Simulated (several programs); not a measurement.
**MgSe (Fm-3m) from semi-empirical methods to plane-wave DFT**

A 2-atom cell of MgSe started from a crystallographic database, relaxed with r2SCAN in Ansatz, was computed with several methods. It is cubic, Fm-3m (No. 225); a = 5.473 Å in the conventional setting, 20.49 Å³ an atom. Around Mg lie 6 Se at 2.74 Å; around Se lie 6 Mg at 2.74 Å. The values are computed, spin-unpolarised, and not measurements.

```
Mg Se
1.0
     0.00000    2.73628    2.73628
     2.73628    0.00000    2.73628
     2.73628    2.73628    0.00000
Mg Se
1 1
Direct
  0.00000 0.00000 0.00000
  0.50000 0.50000 0.50000
```

Gaps and times are for a single point on this cell; volume and bulk modulus come from each method's own relaxation or energy curve at fixed shape. Times are rough, from shared hosts (Arm Neoverse N1; Arm Neoverse V1; Intel Xeon 6975P-C), and each method has its own mesh and cell size. A dagger marks a closed or tiny gap in a crystal that DFT finds insulating: a failure of the method or a wrong SCF state. The energy curve of PM7 (MOPAC) is jagged, so its SCF state, and with it the gap, is in doubt. A star marks a curve whose lowest point is an end point. PM6 (MOPAC), PM7 (MOPAC), GFN1-xTB (tblite), GFN2-xTB (tblite) treat a cluster of cells at its zone centre, which samples few k points: where these miss a band edge, the gap comes out too large for that reason alone. Gaps from k meshes are read at a limited set of points (mesh, symmetry points, PBE's band edges), so each method's own least gap may be somewhat smaller. xTB and the PM methods were fitted mostly to molecules, and can miss a solid's gap by electronvolts. Minimal bases can be far off for gaps. Times of the plane-wave ladder aren't listed, since it ran on unlike processors and cards. GLLB-SC's gap includes the derivative discontinuity. G0W0 is at finite bands, cutoff and mesh. d marks a direct gap, i an indirect one (no mark: not told apart), a dash a value that wasn't computed or didn't pass its checks.

| method | kind | gap (eV) | own volume (Å³/atom) | bulk modulus (GPa) | atoms computed | processor time |
| --- | --- | --- | --- | --- | --- | --- |
| PBEsol | semilocal | – | 20.24 | – | 2 | – |
| light PBE (260 eV and a coarse mesh) | light plane-wave | 1.80 i | – | – | 2 | 0.81 s |
| PBE | semilocal | 1.80 i | 20.90 | 61 | 2 | – |
| LDA | semilocal | 1.64 i | 19.59 | – | 2 | – |
| GFN1-xTB (tblite) | tight binding | 0.00† | 20.63 | 58 | cluster | 3.7 s |
| r2SCAN | semilocal | 2.48 i | 20.49 | 66 | 2 | – |
| PBE/SZV (CP2K) | small basis | 0.23 i | 22.67* | 51* | 2 | 6.5 s |
| PM6 (MOPAC) | semi-empirical | 2.55 | – | – | cluster | 6.7 s |
| GFN2-xTB (tblite) | tight binding | 0.14† | – | – | cluster | 8.4 s |
| PBE/single zeta (GPAW) | small basis | 1.98 i | – | – | 2 | 8.6 s |
| GLLB-SC (GPAW) | model potential | 3.94 | – | – | 2 | 9.4 s |
| PBE/DZVP (CP2K) | small basis | 1.68 i | 21.53 | 61 | 2 | 9.7 s |
| G0W0@LDA (140 eV screening cutoff) | many-body | 2.84 | – | – | 2 | – |
| PM7 (MOPAC) | semi-empirical | 2.57 | – | – | cluster | 16 s |
| PBE+SOC | semilocal | 1.67 i | – | – | 2 | – |
| G0W0@PBE (260 eV screening cutoff) | many-body | 3.10 | – | – | 2 | – |
| G0W0@r2SCAN (180 eV screening cutoff) | many-body | 3.35 | – | – | 2 | – |
| G0W0@HSE06 (180 eV screening cutoff) | many-body | 3.43 | – | – | 2 | – |
| G0W0@PBE0 (180 eV screening cutoff) | many-body | 3.62 | – | – | 2 | – |
| PBE0 | hybrid | 3.35 i | – | – | 2 | – |
| HSE06 | hybrid | 2.66 i | 20.41 | – | 2 | – |
| Hartree-Fock | exact exchange | 8.62 i | – | – | 2 | – |
| DDH-PBE0 | hybrid | 2.73 i | – | – | 2 | – |
| r2SCAN0 | hybrid | 3.79 i | – | – | 2 | – |
| HSE06+SOC | hybrid | 2.50 i | – | – | 2 | – |

Against HSE06 (2.66 eV) and with closed or daggered gaps left aside, the nearest gap at the points sampled is that of DDH-PBE0 (+0.07 eV) and the farthest that of Hartree-Fock (+5.96 eV). HSE06 is only a yardstick of convenience, and nearness to it can be luck.

Volumes against r2SCAN's: PBEsol -1.2 %, PBE +2.0 %, LDA -4.4 %, GFN1-xTB (tblite) +0.7 %, PBE/DZVP (CP2K) +5.1 %, HSE06 -0.4 %.

Only the rows marked +SOC include spin-orbit coupling.
